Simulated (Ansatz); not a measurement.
Starting cell, InN (zinc blende):

```xyz
4
Lattice="0.0000 5.0490 5.0490 2.5245 2.5245 5.0490 2.5245 2.5245 0.0000" Properties=species:S:1:pos:R:3 pbc="T T T"
N      3.7867     8.8357     8.8357
N      3.7867     6.3112     6.3112
In     0.0000     0.0000     0.0000
In     2.5245     5.0490     2.5245
```

The atoms are displaced by Q × the pattern below (from a DFPT mode at X = (0.5, 0.5, 0.0), largest move 1; Q in Å), at fixed cell. It is one choice among 2 degenerate patterns. (q is in reciprocal vectors of the primitive cell; the cell shown is doubled to hold the pattern.)

```csv
atom,x,y,z
N1,0.000,-1.000,0.000
N2,0.000,1.000,0.000
In3,0.082,0.000,0.000
In4,-0.082,0.000,0.000
```

The numbers are results of PBE (plane waves to 420 eV, PAW, scalar-relativistic; Ansatz, a first-principles code), not measurements. k mesh 11×11×11 (Γ-centred), Fermi-Dirac smearing 0.05 eV. Energies are smeared free energies. With partly filled bands, energies and forces of such displacements shift with the k mesh and the smearing. At this level the bands of InN touch or barely overlap; measurements give the solid a gap. InN was relaxed with its symmetry unable to fall. The zero of ΔE is the undisplaced structure. The last digit holds for this mesh only.

```json
[
 {"Q (Å)": "-0.2800", "ΔE (meV/cell)": "1007.8"},
 {"Q (Å)": "-0.2333", "ΔE (meV/cell)": "701.8"},
 {"Q (Å)": "-0.1867", "ΔE (meV/cell)": "450.1"},
 {"Q (Å)": "-0.1400", "ΔE (meV/cell)": "253.5"},
 {"Q (Å)": "-0.0933", "ΔE (meV/cell)": "withheld"},
 {"Q (Å)": "-0.0467", "ΔE (meV/cell)": "28.2"},
 {"Q (Å)": "0.0000", "ΔE (meV/cell)": "0.0"},
 {"Q (Å)": "0.0467", "ΔE (meV/cell)": "28.2"},
 {"Q (Å)": "0.0933", "ΔE (meV/cell)": "withheld"},
 {"Q (Å)": "0.1400", "ΔE (meV/cell)": "253.5"},
 {"Q (Å)": "0.1867", "ΔE (meV/cell)": "450.1"},
 {"Q (Å)": "0.2333", "ΔE (meV/cell)": "701.8"},
 {"Q (Å)": "0.2800", "ΔE (meV/cell)": "1007.8"}
]
```

Question: Fit an even polynomial form (powers 2, 4) to the given rows and predict ΔE at Q = -0.0933.

Answer: Least squares on the 11 given rows: ΔE = (12970)·Q² + (-1403)·Q⁴, in meV/cell with Q in Å; root-mean-square residual 0.23 meV/cell. At -0.0933 the fit gives 112.8 meV/cell; the calculation gives 112.8 meV/cell, the same to the digits shown. The quadratic term alone would give 112.9 meV/cell.

(For displaced atoms, the force is minus the slope of the energy, and its curvature is a force constant, which sets phonon frequencies.)
